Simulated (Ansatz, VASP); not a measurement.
This is a calculation of C (Carbon) for Ansatz 0.2.0. 

input.yaml

```yaml
crystal:
  lattice:
    - [2.5221, 0.0, 0.0]
    - [-1.26105, 2.1842026709, 0.0]
    - [0.0, 0.0, 8.2371]
  atoms:
    - { symbol: C, position: [0.6666666667, 0.3333333333, 0.84375] }
    - { symbol: C, position: [0.3333333333, 0.6666666667, 0.34375] }
    - { symbol: C, position: [0.6666666667, 0.3333333333, 0.65625] }
    - { symbol: C, position: [0.3333333333, 0.6666666667, 0.15625] }
    - { symbol: C, position: [0.0, 0.0, 0.90625] }
    - { symbol: C, position: [0.0, 0.0, 0.40625] }
    - { symbol: C, position: [0.0, 0.0, 0.59375] }
    - { symbol: C, position: [0.0, 0.0, 0.09375] }
hamiltonian:
  xc: revpbe
  pseudopotentials: { kind: paw }
kpoints:
  mp_grid: { grid: [12, 12, 4] }
scf:
  occupations: { method: fermi_dirac, width: 0.05 }
output:
  forces: true
  stress: true
relax:
  f_tol: 0.01
  max_steps: 40
  cell: { stress_tol: 0.05 }
```

Potentials or basis: Ansatz PAW.

The run is started by

```sh
$ ansatz run input.yaml --threads 4 --pin off --max-ram 11264MiB --backend cpu --events-out ev --progress --plain --runs-dir out
```

Question: Set up the same calculation for VASP 6.6.1. Potentials or basis there: PBE PAW files C, 600 eV.

Answer: As run (cutoffs and basis follow the program's own potentials, and thresholds, step limits or extra output files can differ):

INCAR

```
  PREC = Accurate
  ENCUT = 600
  EDIFF = 1E-6
  ISMEAR = -1
  SIGMA = 0.05
  LREAL = False
  LASPH = True
  NELM = 80
  ALGO = Normal
  ISIF = 3
  LWAVE = False
  LCHARG = False
  GGA = RE
  IBRION = 2
  NSW = 40
  EDIFFG = -0.005
```

KPOINTS

```
Automatic mesh
0
Gamma
  12 12 4
```

POSCAR

```
C
1.0
    2.5221000000      0.0000000000      0.0000000000
   -1.2610500000      2.1842026709      0.0000000000
    0.0000000000      0.0000000000      8.2371000000
C
8
Direct
    0.6666666667      0.3333333333      0.8437500000
    0.3333333333      0.6666666667      0.3437500000
    0.6666666667      0.3333333333      0.6562500000
    0.3333333333      0.6666666667      0.1562500000
    0.0000000000      0.0000000000      0.9062500000
    0.0000000000      0.0000000000      0.4062500000
    0.0000000000      0.0000000000      0.5937500000
    0.0000000000      0.0000000000      0.0937500000
```

Potentials or basis: VASP PAW PBE potentials, release 64 (C).

Run with:

```sh
$ cat potpaw_PBE.64/C/POTCAR > POTCAR
$ mpirun -np 1 vasp_std > vasp.out
```

Both were run:

|  | Ansatz | VASP |
| --- | --- | --- |
| Relaxed volume | 5.76 Å³/atom | 5.76 Å³/atom |
| Relaxed cell | a = 2.527 Å, b = 2.527 Å, c = 8.334 Å, α = 90.00°, β = 90.00°, γ = 120.00° | a = 2.527 Å, b = 2.527 Å, c = 8.332 Å, α = 90.00°, β = 90.00°, γ = 120.00° |
| Space group after relaxing | P6_3/mmc (No. 194) | P6_3/mmc (No. 194) |
| Pressure after relaxing | 0.0 GPa | 0.0 GPa |

Ansatz's pressure holds a Pulay term of +0.92 GPa for its cutoff of 420 eV, which the other run lacks.

Ansatz's potentials were made for PBE. VASP's potentials were made for PBE.

Where Ansatz's input types no cutoff or centring, it takes its own default and a Γ-centred mesh.

Pressure is positive in compression.
